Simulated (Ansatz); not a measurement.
A relaxation computed with Ansatz, from input to last step.

```yaml
crystal:
  lattice:
    - [-1.5549441142, 1.5549441142, 1.5549441142]
    - [1.5549441142, -1.5549441142, 1.5549441142]
    - [1.5549441142, 1.5549441142, -1.5549441142]
  atoms:
    - { symbol: W, position: [0.0, 0.0, 0.0] }
basis:
  ecutwfc: 420
kpoints:
  mp_grid: { grid: [18, 18, 18] }
hamiltonian:
  xc: pbesol
scf:
  occupations: { method: gaussian, width: 0.1 }
output:
  forces: true
  stress: true
  eigenvalues: true
relax:
  adjacent_minimum: "off"
  f_tol: 0.008
  max_steps: 50
  cell: { stress_tol: 0.08, p_target: 15.0 }
```

```bash
ansatz run input.yaml --threads 1 --pin off --max-ram 2560MiB --backend cpu --events-out ev --progress --plain --runs-dir out
```

The calculation used DFT PBEsol, scalar-relativistic, plane waves, PAW (Ansatz).

Of 4 frames 3 are shown, positions in Å and forces in eV/Å; the SCF threshold varies from step to step. Steps run on the plane waves of an earlier cell, with a Pulay correction in the pressure. The basis is chosen afresh for the last frame, the zero of the energies, and at times for earlier ones too; energy and pressure step there, also at an unchanged geometry. The relaxation lowers the enthalpy F + PV at the target pressure, so the free energy itself can rise. The mark taken_back stands on steps that the optimiser undid.

```xyz
1
Lattice="-1.5549 1.5549 1.5549 1.5549 -1.5549 1.5549 1.5549 1.5549 -1.5549" Properties=species:S:1:pos:R:3:forces:R:3 pbc="T T T" step=1 free_energy_over_end_meV_per_atom=0.64 pressure_GPa=15.17
W     0.0000    0.0000    0.0000    0.0000    0.0000    0.0000
1
Lattice="-1.5558 1.5558 1.5558 1.5558 -1.5558 1.5558 1.5558 1.5558 -1.5558" Properties=species:S:1:pos:R:3:forces:R:3 pbc="T T T" step=2 free_energy_over_end_meV_per_atom=-1.64 pressure_GPa=14.54 taken_back
W     0.0000    0.0000    0.0000    0.0000    0.0000    0.0000
1
Lattice="-1.5552 1.5552 1.5552 1.5552 -1.5552 1.5552 1.5552 1.5552 -1.5552" Properties=species:S:1:pos:R:3:forces:R:3 pbc="T T T" step=4 free_energy_over_end_meV_per_atom=0.00 pressure_GPa=15.00
W     0.0000    0.0000    0.0000    0.0000    0.0000    0.0000
```

It took 6.3 s on 1 thread of Arm Neoverse V2 (shared host), peak memory 0.31 GiB.

Spin–orbit coupling is left out, which can shift energies with elements as heavy as these.